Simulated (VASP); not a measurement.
# Cu in VASP: relaxation of the atoms with PBE+D3(BJ)

Aim: the relaxation of the atoms of Cu with PBE+D3(BJ).

All numbers are computed with VASP 6.6.1; they aren't measurements. Logs are shortened: lines on timing, memory, paths and dates and some standing lists are left out, and cuts for length are marked.

## 1. The structure

The cell holds a slab with vacuum, 5 atoms: a = 3.008 Å, b = 3.008 Å, c = 20.400 Å, α = 90.00°, β = 90.00°, γ = 90.00°.

The cell was built by a generator and needn't be a form met in nature.

## 2. Relaxation of the atoms, PBE+D3(BJ)

INCAR

```
PREC     = Accurate       # precision mode
ENCUT    = 520            # plane-wave cutoff, eV
EDIFF    = 1E-7           # SCF threshold, eV
ISMEAR   = 1              # smearing method
SIGMA    = 0.2            # smearing width, eV
LREAL    = False          # projectors in reciprocal space
LASPH    = True           # aspherical terms in the spheres
NELM     = 60             # most SCF steps
ALGO     = Normal         # electronic algorithm
ISIF     = 2              # what is computed and relaxed
LWAVE    = False          # write WAVECAR
LCHARG   = False          # write CHGCAR
GGA      = PE             # functional
IVDW     = 12             # dispersion correction
IBRION   = 2              # ionic algorithm
NSW      = 40             # ionic steps
EDIFFG   = -0.005         # ionic threshold
KPAR     = 8
```

KPOINTS

```
Automatic mesh
0
Gamma
  14 14 1
```

POSCAR

```
Cu
1.0
    3.0078079454      0.0000000000      0.0000000000
    0.0000000000      3.0078079454      0.0000000000
    0.0000000000      0.0000000000     20.4000000000
Cu
5
Direct
    0.0000000000      0.0000000000      0.3676470588
    0.5000000000      0.5000000000      0.4338235294
    0.0000000000      0.0000000000      0.5000000000
    0.5000000000      0.5000000000      0.5661764706
    0.0000000000      0.0000000000      0.6323529412
```

Potentials or basis: VASP PAW PBE potentials, release 64 (Cu).

The run is started by

```sh
$ cat potpaw_PBE.64/Cu/POTCAR > POTCAR
$ mpirun -np 8 vasp_std > vasp.out
```

OUTCAR:

```text
PREC = Accurate
   ENCUT = 520
   EDIFF = 1E-7
   ISMEAR = 1
   LREAL = False
   LASPH = True
   NELM = 60
   ISIF = 2
   GGA = PE
   IVDW = 12
   IBRION = 2
   NSW = 40
   EDIFFG = -0.005
 IVDW          = 12

 ion  position               nearest neighbor table
   1  0.000  0.000  0.368-   2 2.52   2 2.52   2 2.52   2 2.52   3 2.70
   2  0.500  0.500  0.434-   1 2.52   3 2.52   1 2.52   3 2.52   1 2.52   3 2.52   1 2.52   3 2.52
                             4 2.70
   3  0.000  0.000  0.500-   2 2.52   4 2.52   2 2.52   4 2.52   2 2.52   4 2.52   2 2.52   4 2.52
                             1 2.70   5 2.70
   4  0.500  0.500  0.566-   3 2.52   5 2.52   3 2.52   5 2.52   3 2.52   5 2.52   3 2.52   5 2.52
                             2 2.70
   5  0.000  0.000  0.632-   4 2.52   4 2.52   4 2.52   4 2.52   3 2.70

  LATTYP: Found a simple tetragonal cell.
 ALAT       =     3.0078079454
 C/A-ratio  =     6.7823479326

  Lattice vectors:

 A1 = (   3.0078079454,   0.0000000000,   0.0000000000)
 A2 = (   0.0000000000,   3.0078079454,   0.0000000000)
 A3 = (   0.0000000000,   0.0000000000,  20.4000000000)

Analysis of symmetry for initial positions (statically):
=====================================================================
 Subroutine PRICEL returns:
 Original cell was already a primitive cell.

 Routine SETGRP: Setting up the symmetry group for a
 simple tetragonal supercell.

 Subroutine GETGRP returns: Found 16 space group operations
 (whereof 16 operations were pure point group operations)
 out of a pool of 16 trial point group operations.

The static configuration has the point symmetry D_4h.

Analysis of symmetry for dynamics (positions and initial velocities):
=====================================================================
 Subroutine PRICEL returns:
 Original cell was already a primitive cell.

 Routine SETGRP: Setting up the symmetry group for a
 simple tetragonal supercell.

 Subroutine GETGRP returns: Found 16 space group operations
 (whereof 16 operations were pure point group operations)
 out of a pool of 16 trial point group operations.

The dynamic configuration has the point symmetry D_4h.

 Subroutine INISYM returns: Found 16 space group operations
 (whereof 16 operations are pure point group operations),
 and found     1 'primitive' translations

----------------------------------------------------------------------------------------

                                     Primitive cell

  volume of cell :     184.5569

  direct lattice vectors                    reciprocal lattice vectors
     3.007807945  0.000000000  0.000000000     0.332468036  0.000000000  0.000000000
     0.000000000  3.007807945  0.000000000     0.000000000  0.332468036  0.000000000
     0.000000000  0.000000000 20.400000000     0.000000000  0.000000000  0.049019608

  length of vectors
     3.007807945  3.007807945 20.400000000     0.332468036  0.332468036  0.049019608

  position of ions in fractional coordinates (direct lattice)
     0.000000000  0.000000000  0.367647059
     0.500000000  0.500000000  0.433823529
     0.000000000  0.000000000  0.500000000
     0.500000000  0.500000000  0.566176471
     0.000000000  0.000000000  0.632352941

  ion indices of the primitive-cell ions
   primitive index   ion index
                 1           1
                 2           2
                 3           3
                 4           4
                 5           5

----------------------------------------------------------------------------------------

 KPOINTS: Automatic mesh

Automatic generation of k-mesh.
 Grid dimensions read from file:
 generate k-points for:   14   14    1

 Generating k-lattice:

  Cartesian coordinates                     Fractional coordinates (reciprocal lattice)
     0.023747717  0.000000000  0.000000000     0.071428571  0.000000000  0.000000000
     0.000000000  0.023747717  0.000000000     0.000000000  0.071428571  0.000000000
     0.000000000  0.000000000  0.049019608     0.000000000  0.000000000  1.000000000

  Length of vectors
     0.023747717  0.023747717  0.049019608

  Shift w.r.t. Gamma in fractional coordinates (k-lattice)
     0.000000000  0.000000000  0.000000000

 Subroutine IBZKPT returns following result:
 ===========================================

 Found     36 irreducible k-points:

 Following reciprocal coordinates:
            Coordinates               Weight
  0.000000  0.000000  0.000000      1.000000
  0.071429  0.000000  0.000000      4.000000
  0.142857  0.000000  0.000000      4.000000
  0.214286  0.000000  0.000000      4.000000
  0.285714  0.000000  0.000000      4.000000
  0.357143  0.000000  0.000000      4.000000
[... 16 lines left out ...]
  0.285714  0.214286  0.000000      8.000000
  0.357143  0.214286  0.000000      8.000000
 [... further k-points ...]
   k-points           NKPTS =     36   k-points in BZ     NKDIM =     36   number of bands    NBANDS=     33
   number of dos      NEDOS =    301   number of ions     NIONS =      5
   total plane-waves  NPLWV =  92160
   dimension x,y,z NGX =    24 NGY =   24 NGZ =  160
   dimension x,y,z NGXF=    48 NGYF=   48 NGZF=  320
   ions per type =               5
   NGX,Y,Z   is equivalent  to a cutoff of  13.27, 13.27, 13.04 a.u.
   NGXF,Y,Z  is equivalent  to a cutoff of  26.53, 26.53, 26.08 a.u.
 SYSTEM =  unknown system
   PREC   = accura    normal or accurate (medium, high low for compatibility)
   ISTART =      0    job   : 0-new  1-cont  2-samecut
   ICHARG =      2    charge: 1-file 2-atom 10-const
   ISPIN  =      1    spin polarized calculation?
   LNONCOLLINEAR =      F non collinear calculations
   LSORBIT =      F    spin-orbit coupling
   LASPH  =      T    aspherical Exc in radial PAW
   ENCUT  =  520.0 eV  38.22 Ry    6.18 a.u.   5.59  5.59 37.93*2*pi/ulx,y,z
   NELM   =     60;   NELMIN=  2; NELMDL= -5     # of ELM steps
   EDIFF  = 0.1E-06   stopping-criterion for ELM
   LREAL  =      F    real-space projection
   EDIFFG = -.5E-02   stopping-criterion for IOM
   NSW    =     40    number of steps for IOM
   IBRION =      2    ionic relax: 0-MD 1-quasi-New 2-CG
   NFREE  =      1    steps in history (QN), initial steepest desc. (CG)
   ISIF   =      2    stress and relaxation
   ISYM   =      2    0-nonsym 1-usesym 2-fastsym
   POTIM  = 0.5000    time-step for ionic-motion
   TEBEG  =    0.0;   TEEND  =   0.0 temperature during run
   PSTRESS=    0.0 pullay stress
   NELECT =      55.0000    total number of electrons
   NUPDOWN=      -1.0000    fix difference up-down
   EMIN   =  10.00;   EMAX   =-10.00  energy-range for DOS
   EFERMI =   0.00;   METHOD = LEGACY
   ISMEAR =     1;   SIGMA  =   0.20  broadening in eV -4-tet -1-fermi 0-gaus
   EFERMI_NEDOS =   21; number of points for ismear=-14 and -15
   IALGO  =     38    algorithm
   IMIX   =      4    mixing-type and parameters
     AMIX     =   0.40;   BMIX     =  1.00
     AMIX_MAG =   1.60;   BMIX_MAG =  1.00
  volume/ion in A,a.u.               =      36.91       249.09
  Fermi-wavevector in a.u.,A,eV,Ry     =   1.093500  2.066416 16.269072  1.195743
  Thomas-Fermi vector in A             =   2.229787
   LORBIT       =      0    0 simple, 1 ext, 2 COOP (PROOUT), +10 PAW based schemes
   GGA     = PE    functional components
   LHFCALC =     F    Hartree Fock is set to
   AEXX    =    0.0000 exact exchange contribution
   IVDW    =    12    specifies the selected vdW correction
   LEPSILON=     F    determine dielectric tensor
   LRPA    =     F    only Hartree local field effects (RPA)
 conjugate gradient relaxation of ions
 non-spin polarized calculation
 Methfessel and Paxton  Order N= 1 SIGMA  =   0.20
  energy-cutoff  :      520.00
  volume of cell :      184.56
 maximum number of plane-waves:      4999
 NGX is ok and might be reduce to    24
   NGX = 11   NGY = 11   NGZ = 75

--------------------------------------- Ionic step        1  -------------------------------------------

 number of electron      55.0000032 magnetization

 Free energy of the ion-electron system (eV)
  ---------------------------------------------------
  ext. energy  EPLUGINS =         0.00000000
  ---------------------------------------------------
  free energy    TOTEN  =       -16.71667057 eV

  energy without entropy =      -16.71423452  energy(sigma->0) =      -16.71585855

------------------------ aborting loop because EDIFF is reached ----------------------------------------

 Edisp (eV)   -1.88005

 E8    (eV) :    -0.8418

  FORCE on cell =-STRESS in cart. coord.  units (eV):
  Direction    XX          YY          ZZ          XY          YZ          ZX
  --------------------------------------------------------------------------------------
  -------------------------------------------------------------------------------------
  Total      -5.15299    -5.15299    -2.27777     0.00000    -0.00000     0.00000
  in kB     -44.73420   -44.73420   -19.77381     0.00000    -0.00000     0.00000
  external pressure =      -36.41 kB  Pullay stress =        0.00 kB
[... 106 lines left out ...]
  FREE ENERGIE OF THE ION-ELECTRON SYSTEM (eV)
  ---------------------------------------------------
  free  energy   TOTEN  =       -18.6437923527 eV

  energy  without entropy=      -18.6402515838  energy(sigma->0) =      -18.64261210

[... ionic steps 4 to 7 ...]

--------------------------------------- Ionic step        8  -------------------------------------------

 number of electron      55.0000026 magnetization

------------------------ aborting loop because EDIFF is reached ----------------------------------------

 Edisp (eV)   -1.92875

 E8    (eV) :    -0.8657
[... 75 lines left out ...]
  energy  without entropy=      -18.6569872887  energy(sigma->0) =      -18.65923017

--------------------------------------- Ionic step       10  -------------------------------------------

 number of electron      55.0000032 magnetization

 Free energy of the ion-electron system (eV)
  ---------------------------------------------------
  ext. energy  EPLUGINS =         0.00000000
  ---------------------------------------------------
  free energy    TOTEN  =       -16.73261833 eV

  energy without entropy =      -16.72921690  energy(sigma->0) =      -16.73148452

 E-fermi :  -0.3674     XC(G=0):  -5.0433

 val. band max:       -0.4008730747   @ k =   0.3571   0.3571   0.0000
 cond. band min:      -0.3564875815   @ k =   0.4286   0.2143   0.0000
 fundamental gap:      0.0443854931
 Fermi energy:        -0.3674056629

 k-point     1 :       0.0000    0.0000    0.0000
  band No.  band energies     occupation
      1      -8.9950      2.00000
      2      -7.0456      2.00000
      3      -4.9158      2.00000
      4      -4.7929      2.00000
      5      -4.3705      2.00000
      6      -4.1169      2.00000
[... 853 lines left out ...]
     32       4.3183      0.00000
     33       5.7512      0.00000

 [... further k-points ...]

------------------------ aborting loop because EDIFF is reached ----------------------------------------

 Edisp (eV)   -1.92774

 E8    (eV) :    -0.8652

  FORCE on cell =-STRESS in cart. coord.  units (eV):
  Direction    XX          YY          ZZ          XY          YZ          ZX
  --------------------------------------------------------------------------------------
  -------------------------------------------------------------------------------------
  Total      -3.41915    -3.41915    -0.06908     0.00000     0.00000    -0.00000
  in kB     -29.68231   -29.68231    -0.59970     0.00000     0.00000    -0.00000
  external pressure =      -19.99 kB  Pullay stress =        0.00 kB
[... 20 lines left out ...]
  FREE ENERGIE OF THE ION-ELECTRON SYSTEM (eV)
  ---------------------------------------------------
  free  energy   TOTEN  =       -18.6603533411 eV

  energy  without entropy=      -18.6569519148  energy(sigma->0) =      -18.65921953

 reached required accuracy - stopping structural energy minimisation
```

It took 4.9 min on 8 MPI ranks of Intel Xeon Platinum 8488C (Sapphire Rapids), shared host; peak memory 0.45 GiB.

Results:

```
Free energy                : -18.6604 eV
Energy gained by relaxing  : 12.7 meV/atom
Ionic steps                : 10
Band gap on the k mesh     : none (metal or under the smearing width)
Dispersion energy per atom : -0.386 eV
```

Forces on the atoms (eV/Å):
```
Cu   0.000  0.000  0.001
Cu   0.000  0.000  0.003
Cu   0.000  0.000  0.000
Cu   0.000  0.000 -0.003
Cu   0.000  0.000 -0.001
```

Step by step:
| step | energy change (eV) | largest force (eV/Å) | pressure (GPa) |
| --- | --- | --- | --- |
| 1 | 0.0000 | 0.4551 | -3.64 |
| 2 | -0.0187 | 0.3728 | -3.42 |
| 3 | -0.0471 | 0.2275 | -2.67 |
| 4 | -0.0475 | 0.2625 | -2.55 |
| 5 | -0.0570 | 0.1778 | -2.33 |
| 6 | -0.0635 | 0.0336 | -1.97 |
| 7 | -0.0635 | 0.0226 | -1.94 |
| 8 | -0.0635 | 0.0238 | -1.95 |
| 9 | -0.0636 | 0.0064 | -1.99 |
| 10 | -0.0636 | 0.0029 | -2.00 |

Final structure:
```
Cu
1.0
     3.00781    0.00000    0.00000
     0.00000    3.00781    0.00000
     0.00000    0.00000   20.40000
Cu
5
Direct
  0.00000 0.00000 0.37432
  0.50000 0.50000 0.43536
  0.00000 0.00000 0.50000
  0.50000 0.50000 0.56464
  0.00000 0.00000 0.62568
```
